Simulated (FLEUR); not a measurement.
# Ce (Fm-3m) in FLEUR: further runs

Runs on Ce. Level: SCAN. Tasks: equation of state.

Program: FLEUR MaX-R8.1 (later development tree). These are calculated values, not measurements. Logs are shortened: lines on timing, memory, paths and dates and some standing lists are left out, and cuts for length are marked.

## 1. The undisturbed crystal

Symmetry: Fm-3m, No. 225, cubic system. Conventional cell: a = 5.161 Å, b = 5.161 Å, c = 5.161 Å, α = 90.00°, β = 90.00°, γ = 90.00°. Ce (site symmetry m-3m) has 12 Ce at 3.65 Å as nearest neighbours.

## 2. Equation of state, SCAN, collinear spin, ferromagnetic start, 32.31 Å³/atom (volume scaled by 0.94)

The input, inp.xml:

```xml
<?xml version="1.0" encoding="UTF-8" standalone="no"?>
<fleurInput fleurInputVersion="0.39">
   <comment>
      Ce                                                                                                  
   </comment>
   <calculationSetup>
      <cutoffs Kmax="4.1" Gmax="12.7" GmaxXC="12.7" numbands="0"/>
      <scfLoop itmax="60" minDistance="0.00001" maxIterBroyd="15" imix="Anderson" alpha="0.05" precondParam="0.0" spinf="2.0" sdNocoIR="T"/>
      <coreElectrons ctail="F" frcor="F" kcrel="0" coretail_lmax="0"/>
      <xcFunctional name="LibXC" relativisticCorrections="F">
         <LibXCName exchange="mgga_x_scan" correlation="mgga_c_scan"/>
         <AuxGGA exchange="117" correlation="130"/>
      </xcFunctional>
      <magnetism jspins="2"/>
      <soc l_soc="F" theta="0.0" phi="0.0" spav="F"/>
      <expertModes spex="0" secvar="F"/>
      <geometryOptimization l_f="F" forcealpha="1.0" forcemix="BFGS" epsdisp="0.00001" epsforce="0.00001"/>
      <ldaU l_linMix="F" mixParam="0.05" spinf="1.0"/>
   </calculationSetup>
   <cell>
      <bzIntegration valenceElectrons="12.0" mode="hist" fermiSmearingEnergy="0.00183747">
         <kPointListSelection listName="default-1"/>
         <!-- k-points included here -->
         <xi:include xmlns:xi="http://www.w3.org/2001/XInclude" href="kpts.xml"> </xi:include>
      </bzIntegration>
      <!-- symmetry operations included here -->
      <xi:include xmlns:xi="http://www.w3.org/2001/XInclude" href="sym.xml"> </xi:include>
      <bulkLattice scale="0.9795861087">
         <bravaisMatrix>
            <row-1>    0.0000000000000000     4.8766272371427597     4.8766272371427597</row-1>
            <row-2>    4.8766272371427597     0.0000000000000000     4.8766272371427597</row-2>
            <row-3>    4.8766272371427597     4.8766272371427597     0.0000000000000000</row-3>
         </bravaisMatrix>
      </bulkLattice>
   </cell>
   <atomSpecies>
      <species name="Cerium (Ce1.000" element="Ce" atomicNumber="58">
         <mtSphere radius="2.66" gridPoints="879" logIncrement="0.015"/>
         <atomicCutoffs lmax="11" lnonsphr="8"/>
         <electronConfig flipSpins="F">
            <coreConfig>(1s1/2) (2s1/2) (2p1/2) (2p3/2) (3s1/2) (3p1/2) (3p3/2) (4s1/2) (3d3/2) (3d5/2) (4p1/2) (4p3/2) (4d3/2) (4d5/2)</coreConfig>
            <valenceConfig>(5s1/2) (5p1/2) (5p3/2) (6s1/2) (5d3/2) (5d5/2) (4f5/2) (4f7/2)</valenceConfig>
            <stateOccupation state="(5d3/2)" spinUp="0.2" spinDown="0.2"/>
            <stateOccupation state="(5d5/2)" spinUp="0.3" spinDown="0.3"/>
            <stateOccupation state="(4f5/2)" spinUp="0.4285714285714" spinDown="0.0"/>
            <stateOccupation state="(4f7/2)" spinUp="0.5714285714286" spinDown="0.0"/>
         </electronConfig>
         <energyParameters s="6" p="5" d="5" f="4"/>
         <lo type="SCLO" l="0" n="5" eDeriv="0"/>
         <lo type="HELO" l="1" n="6" eDeriv="0"/>
         <lo type="HELO" l="1" n="6" eDeriv="1"/>
         <lo type="SCLO" l="2" n="5" eDeriv="2"/>
         <lo type="SCLO" l="3" n="4" eDeriv="2"/>
      </species>
   </atomSpecies>
   <atomGroups>
      <atomGroup species="Cerium (Ce1.000">
         <relPos label="                   1">.0000000000 .0000000000 .0000000000</relPos>
         <force calculate="T" relaxXYZ="TTT"/>
      </atomGroup>
   </atomGroups>
   <output dos="F" band="F" slice="F">
      <checks vchk="F" cdinf="F"/>
      <bandDOS minEnergy="-.5*Htr" maxEnergy="0.5*Htr" sigma="0.015" storeEVData="T"/>
      <vacuumDOS vacdos="F" integ="F" star="F" nstars="0" locx1="0.0" locy1="0.0" locx2="0.0" locy2="0.0" nstm="0" tworkf="0.0"/>
      <unfoldingBand unfoldBand="F" supercellX="1" supercellY="1" supercellZ="1"/>
      <plotting iplot="0" polar="F">
         <plot TwoD="T" vec1="  1.0  0.0  0.0" vec2="  0.0  1.0  0.0" vec3="  0.0  0.0  1.0" zero="  0.0  0.0  0.0" file="plot"/>
      </plotting>
      <chargeDensitySlicing numkpt="0" minEigenval="0.0" maxEigenval="0.0" nnne="0" pallst="F"/>
      <specialOutput eonly="F"/>
      <moessbauerParams electricFieldGradient="T" isomerShift="T" coreHyperfine="T" valenceHyperfine="T"/>
      <magneticCircularDichroism mcd="F" energyLo="-10.0" energyUp="0.0"/>
   </output>
  <!-- We include the file relax.xml here to enable relaxations (see documentation) -->
  <xi:include xmlns:xi="http://www.w3.org/2001/XInclude" href="relax.xml"> <xi:fallback/> </xi:include>
</fleurInput>
```

Potentials or basis: all-electron, FLAPW.

Run with:

```
$ inpgen -f crystal.txt -profile fastHighL
$ # inp.xml edited to the form shown
$ fleur_MPI
```

Standard output:

```text
Welcome to FLEUR        (www.flapw.de)
      MaX-Release 8.1          (www.max-centre.eu)
 func_ids         267         263         267         263
 MetaGGA potential functional detected - V_tau will be computed
 Auxiliary Potential for radial basis: exchange=         117  correlation=         130
The functional 'SCAN exchange of Sun, Ruzsinszky, and Perdew' is an exchange functional, it belongs to the 'MGGA' family and is defined in the reference(s):
[1] J. Sun, A. Ruzsinszky, and J. P. Perdew.,  Phys. Rev. Lett. 115, 036402 (2015)
The functional 'SCAN correlation of Sun, Ruzsinszky, and Perdew' is a correlation functional, it belongs to the 'MGGA' family and is defined in the reference(s):
[1] J. Sun, A. Ruzsinszky, and J. P. Perdew.,  Phys. Rev. Lett. 115, 036402 (2015)
 Using same functional for VXC and EXC

 ========== k-point set info ==========
 Selected k-point list: default-1
 k-point list type: mesh
 9 x 9 x 9
 Number of k points: 35

 ------------Calculation Setup---------------------------
 Number of MPI-tasks      :            1
 Number of PE/node        :            1
 Number of OMP-threads    :            1
 Most efficient MPI parallelization for:
           1           5           7          35
 Additional eigenvalue parallelization possible
 Number of basis functions:          300
 Approximate size of matrices (H+S) per k-point:         0.001 GB
 --------------------------------------------------------
The functional 'Hammer, Hansen, and Norskov' is an exchange functional, it belongs to the 'GGA' family and is defined in the reference(s):
[1] B. Hammer, L. B. Hansen, and J. K. Nørskov.,  Phys. Rev. B 59, 7413 (1999)
The functional 'Perdew, Burke & Ernzerhof' is a correlation functional, it belongs to the 'GGA' family and is defined in the reference(s):
[1] J. P. Perdew, K. Burke, and M. Ernzerhof.,  Phys. Rev. Lett. 77, 3865 (1996)
[2] J. P. Perdew, K. Burke, and M. Ernzerhof.,  Phys. Rev. Lett. 78, 1396 (1997)
 Using same functional for VXC and EXC
 Using auxiliary GGA potential for the first iteration of MetaGGA calculation.
 Reset of history
 Reset of history
 Iteration:     1   Distance:      36.27783540 me/bohr^3
The functional 'Hammer, Hansen, and Norskov' is an exchange functional, it belongs to the 'GGA' family and is defined in the reference(s):
[1] B. Hammer, L. B. Hansen, and J. K. Nørskov.,  Phys. Rev. B 59, 7413 (1999)
The functional 'Perdew, Burke & Ernzerhof' is a correlation functional, it belongs to the 'GGA' family and is defined in the reference(s):
[1] J. P. Perdew, K. Burke, and M. Ernzerhof.,  Phys. Rev. Lett. 77, 3865 (1996)
[2] J. P. Perdew, K. Burke, and M. Ernzerhof.,  Phys. Rev. Lett. 78, 1396 (1997)
 Using same functional for VXC and EXC
 Iteration:     2   Distance:      35.58647174 me/bohr^3
The functional 'Hammer, Hansen, and Norskov' is an exchange functional, it belongs to the 'GGA' family and is defined in the reference(s):
[1] B. Hammer, L. B. Hansen, and J. K. Nørskov.,  Phys. Rev. B 59, 7413 (1999)
The functional 'Perdew, Burke & Ernzerhof' is a correlation functional, it belongs to the 'GGA' family and is defined in the reference(s):
[1] J. P. Perdew, K. Burke, and M. Ernzerhof.,  Phys. Rev. Lett. 77, 3865 (1996)
[2] J. P. Perdew, K. Burke, and M. Ernzerhof.,  Phys. Rev. Lett. 78, 1396 (1997)
 Using same functional for VXC and EXC
 Iteration:     3   Distance:      33.15601953 me/bohr^3
The functional 'Hammer, Hansen, and Norskov' is an exchange functional, it belongs to the 'GGA' family and is defined in the reference(s):
[1] B. Hammer, L. B. Hansen, and J. K. Nørskov.,  Phys. Rev. B 59, 7413 (1999)
The functional 'Perdew, Burke & Ernzerhof' is a correlation functional, it belongs to the 'GGA' family and is defined in the reference(s):
[1] J. P. Perdew, K. Burke, and M. Ernzerhof.,  Phys. Rev. Lett. 77, 3865 (1996)
[2] J. P. Perdew, K. Burke, and M. Ernzerhof.,  Phys. Rev. Lett. 78, 1396 (1997)
 Using same functional for VXC and EXC
 Iteration:     4   Distance:      28.43469197 me/bohr^3
The functional 'Hammer, Hansen, and Norskov' is an exchange functional, it belongs to the 'GGA' family and is defined in the reference(s):
[1] B. Hammer, L. B. Hansen, and J. K. Nørskov.,  Phys. Rev. B 59, 7413 (1999)
The functional 'Perdew, Burke & Ernzerhof' is a correlation functional, it belongs to the 'GGA' family and is defined in the reference(s):
[1] J. P. Perdew, K. Burke, and M. Ernzerhof.,  Phys. Rev. Lett. 77, 3865 (1996)
[2] J. P. Perdew, K. Burke, and M. Ernzerhof.,  Phys. Rev. Lett. 78, 1396 (1997)
 Using same functional for VXC and EXC
 Iteration:     5   Distance:      40.83818865 me/bohr^3
The functional 'Hammer, Hansen, and Norskov' is an exchange functional, it belongs to the 'GGA' family and is defined in the reference(s):
[1] B. Hammer, L. B. Hansen, and J. K. Nørskov.,  Phys. Rev. B 59, 7413 (1999)
The functional 'Perdew, Burke & Ernzerhof' is a correlation functional, it belongs to the 'GGA' family and is defined in the reference(s):
[1] J. P. Perdew, K. Burke, and M. Ernzerhof.,  Phys. Rev. Lett. 77, 3865 (1996)
[2] J. P. Perdew, K. Burke, and M. Ernzerhof.,  Phys. Rev. Lett. 78, 1396 (1997)
 Using same functional for VXC and EXC
 Iteration:     6   Distance:       3.09473472 me/bohr^3
The functional 'Hammer, Hansen, and Norskov' is an exchange functional, it belongs to the 'GGA' family and is defined in the reference(s):
[1] B. Hammer, L. B. Hansen, and J. K. Nørskov.,  Phys. Rev. B 59, 7413 (1999)
The functional 'Perdew, Burke & Ernzerhof' is a correlation functional, it belongs to the 'GGA' family and is defined in the reference(s):
[1] J. P. Perdew, K. Burke, and M. Ernzerhof.,  Phys. Rev. Lett. 77, 3865 (1996)
[2] J. P. Perdew, K. Burke, and M. Ernzerhof.,  Phys. Rev. Lett. 78, 1396 (1997)
 Using same functional for VXC and EXC
 Iteration:     7   Distance:       3.46671996 me/bohr^3
The functional 'Hammer, Hansen, and Norskov' is an exchange functional, it belongs to the 'GGA' family and is defined in the reference(s):
[1] B. Hammer, L. B. Hansen, and J. K. Nørskov.,  Phys. Rev. B 59, 7413 (1999)
The functional 'Perdew, Burke & Ernzerhof' is a correlation functional, it belongs to the 'GGA' family and is defined in the reference(s):
[1] J. P. Perdew, K. Burke, and M. Ernzerhof.,  Phys. Rev. Lett. 77, 3865 (1996)
[2] J. P. Perdew, K. Burke, and M. Ernzerhof.,  Phys. Rev. Lett. 78, 1396 (1997)
 Using same functional for VXC and EXC
 Iteration:     8   Distance:       6.44702634 me/bohr^3
The functional 'Hammer, Hansen, and Norskov' is an exchange functional, it belongs to the 'GGA' family and is defined in the reference(s):
[1] B. Hammer, L. B. Hansen, and J. K. Nørskov.,  Phys. Rev. B 59, 7413 (1999)
The functional 'Perdew, Burke & Ernzerhof' is a correlation functional, it belongs to the 'GGA' family and is defined in the reference(s):
[1] J. P. Perdew, K. Burke, and M. Ernzerhof.,  Phys. Rev. Lett. 77, 3865 (1996)
[2] J. P. Perdew, K. Burke, and M. Ernzerhof.,  Phys. Rev. Lett. 78, 1396 (1997)
 Using same functional for VXC and EXC
 Iteration:     9   Distance:       5.77832926 me/bohr^3
[... 295 lines left out ...]
[1] B. Hammer, L. B. Hansen, and J. K. Nørskov.,  Phys. Rev. B 59, 7413 (1999)
The functional 'Perdew, Burke & Ernzerhof' is a correlation functional, it belongs to the 'GGA' family and is defined in the reference(s):
[1] J. P. Perdew, K. Burke, and M. Ernzerhof.,  Phys. Rev. Lett. 77, 3865 (1996)
[2] J. P. Perdew, K. Burke, and M. Ernzerhof.,  Phys. Rev. Lett. 78, 1396 (1997)
 Using same functional for VXC and EXC
 Iteration:    52   Distance:       0.00008728 me/bohr^3
The functional 'Hammer, Hansen, and Norskov' is an exchange functional, it belongs to the 'GGA' family and is defined in the reference(s):
[1] B. Hammer, L. B. Hansen, and J. K. Nørskov.,  Phys. Rev. B 59, 7413 (1999)
The functional 'Perdew, Burke & Ernzerhof' is a correlation functional, it belongs to the 'GGA' family and is defined in the reference(s):
[1] J. P. Perdew, K. Burke, and M. Ernzerhof.,  Phys. Rev. Lett. 77, 3865 (1996)
[2] J. P. Perdew, K. Burke, and M. Ernzerhof.,  Phys. Rev. Lett. 78, 1396 (1997)
 Using same functional for VXC and EXC
 Iteration:    53   Distance:       0.00003459 me/bohr^3
The functional 'Hammer, Hansen, and Norskov' is an exchange functional, it belongs to the 'GGA' family and is defined in the reference(s):
[1] B. Hammer, L. B. Hansen, and J. K. Nørskov.,  Phys. Rev. B 59, 7413 (1999)
The functional 'Perdew, Burke & Ernzerhof' is a correlation functional, it belongs to the 'GGA' family and is defined in the reference(s):
[1] J. P. Perdew, K. Burke, and M. Ernzerhof.,  Phys. Rev. Lett. 77, 3865 (1996)
[2] J. P. Perdew, K. Burke, and M. Ernzerhof.,  Phys. Rev. Lett. 78, 1396 (1997)
 Using same functional for VXC and EXC
 Iteration:    54   Distance:       0.00002880 me/bohr^3
The functional 'Hammer, Hansen, and Norskov' is an exchange functional, it belongs to the 'GGA' family and is defined in the reference(s):
[1] B. Hammer, L. B. Hansen, and J. K. Nørskov.,  Phys. Rev. B 59, 7413 (1999)
The functional 'Perdew, Burke & Ernzerhof' is a correlation functional, it belongs to the 'GGA' family and is defined in the reference(s):
[1] J. P. Perdew, K. Burke, and M. Ernzerhof.,  Phys. Rev. Lett. 77, 3865 (1996)
[2] J. P. Perdew, K. Burke, and M. Ernzerhof.,  Phys. Rev. Lett. 78, 1396 (1997)
 Using same functional for VXC and EXC
 Iteration:    55   Distance:       0.00004571 me/bohr^3
The functional 'Hammer, Hansen, and Norskov' is an exchange functional, it belongs to the 'GGA' family and is defined in the reference(s):
[1] B. Hammer, L. B. Hansen, and J. K. Nørskov.,  Phys. Rev. B 59, 7413 (1999)
The functional 'Perdew, Burke & Ernzerhof' is a correlation functional, it belongs to the 'GGA' family and is defined in the reference(s):
[1] J. P. Perdew, K. Burke, and M. Ernzerhof.,  Phys. Rev. Lett. 77, 3865 (1996)
[2] J. P. Perdew, K. Burke, and M. Ernzerhof.,  Phys. Rev. Lett. 78, 1396 (1997)
 Using same functional for VXC and EXC
 Iteration:    56   Distance:       0.00001272 me/bohr^3
The functional 'Hammer, Hansen, and Norskov' is an exchange functional, it belongs to the 'GGA' family and is defined in the reference(s):
[1] B. Hammer, L. B. Hansen, and J. K. Nørskov.,  Phys. Rev. B 59, 7413 (1999)
The functional 'Perdew, Burke & Ernzerhof' is a correlation functional, it belongs to the 'GGA' family and is defined in the reference(s):
[1] J. P. Perdew, K. Burke, and M. Ernzerhof.,  Phys. Rev. Lett. 77, 3865 (1996)
[2] J. P. Perdew, K. Burke, and M. Ernzerhof.,  Phys. Rev. Lett. 78, 1396 (1997)
 Using same functional for VXC and EXC
 Iteration:    57   Distance:       0.00000529 me/bohr^3

 ********************************************************************
 Run finished successfully
 Stop message:
   all done
 ********************************************************************
```

It took 2.1 min on 1 thread of Arm Neoverse V2, shared host; peak memory 0.14 GiB.

Results:

```
Free energy                                           : -241247.7471 eV
Band gap on the k mesh                                : none (metal or under the smearing width)
Net moment                                            : 1.32 μB per cell
Site moments                                          : Ce +1.00 μB
Valence electrons inside the program's atomic spheres : Ce 9.44 (radii Ce 2.66 bohr)
```

Caveat: the magnetic or orbital state may not be the lowest; the meta-GGA is that of a development version, with a GGA for the radial functions and cores and without core tails; spin-orbit coupling is left out, which moves the levels of the heavy elements.

## 3. Equation of state, SCAN, collinear spin, ferromagnetic start, 33.00 Å³/atom (volume scaled by 0.96)

inp.xml: that of step 2 with these lines changed.

```diff
@@ -27,3 +27,3 @@
       <xi:include xmlns:xi="http://www.w3.org/2001/XInclude" href="sym.xml"> </xi:include>
-      <bulkLattice scale="0.9795861087">
+      <bulkLattice scale="0.9864848297">
          <bravaisMatrix>
```

Potentials or basis: all-electron, FLAPW.

Run with:

```
$ inpgen -f crystal.txt -profile fastHighL
$ # inp.xml edited to the form shown
$ fleur_MPI
```

It took 2.1 min on 1 thread of Arm Neoverse V2, shared host; peak memory 0.14 GiB.

The run converged. Its results:

- Free energy: -241247.7360 eV
- Band gap on the k mesh: none (metal or under the smearing width)
- Net moment: 1.39 μB per cell
- Site moments: Ce +1.04 μB
- Valence electrons inside the program's atomic spheres: Ce 9.42 (radii Ce 2.66 bohr)

Caveat: the magnetic or orbital state may not be the lowest; the meta-GGA is that of a development version, with a GGA for the radial functions and cores and without core tails; spin-orbit coupling is left out, which moves the levels of the heavy elements.
